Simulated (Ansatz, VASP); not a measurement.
SnTe3: VASP beside Ansatz

```
Te Sn
1.0
     0.00000    3.88679    3.88679
     3.88679    0.00000    3.88679
     3.88679    3.88679    0.00000
Te Sn
3 1
Cartesian
  3.8868 3.8868 3.8868
  5.8302 5.8302 5.8302
  1.9434 1.9434 1.9434
  0.0000 0.0000 0.0000
```

Change from the starting cell: volume scaled by 1.02.

Alike in both runs: task single point; functional PBEsol; k mesh 6 × 6 × 6; occupations fermi-dirac, width 0.05 eV; no spin polarisation.

|  | VASP | Ansatz |
| --- | --- | --- |
| version | VASP 6.6.1 | Ansatz 0.2.0 |
| potentials or method | VASP PAW PBE potentials, release 64 (Te, Sn_d), cutoff 520 eV | all-electron LAPW, scalar-relativistic |

```tsv
	VASP	Ansatz	Ansatz less VASP
gap on the k mesh at the Fermi level (eV)	none	none	-
pressure (GPa)	-3.7	-3.6	+0.02
```

A gap of «none» marks a metal or a gap that the smearing closes. Ansatz ran all-electron here, so the differences hold the error of VASP's frozen core and of both bases.

Caveats: the PAW data sets were made with another functional, which shifts forces and pressure a little (VASP). Spin-orbit coupling is left out, which matters for the levels of Te.
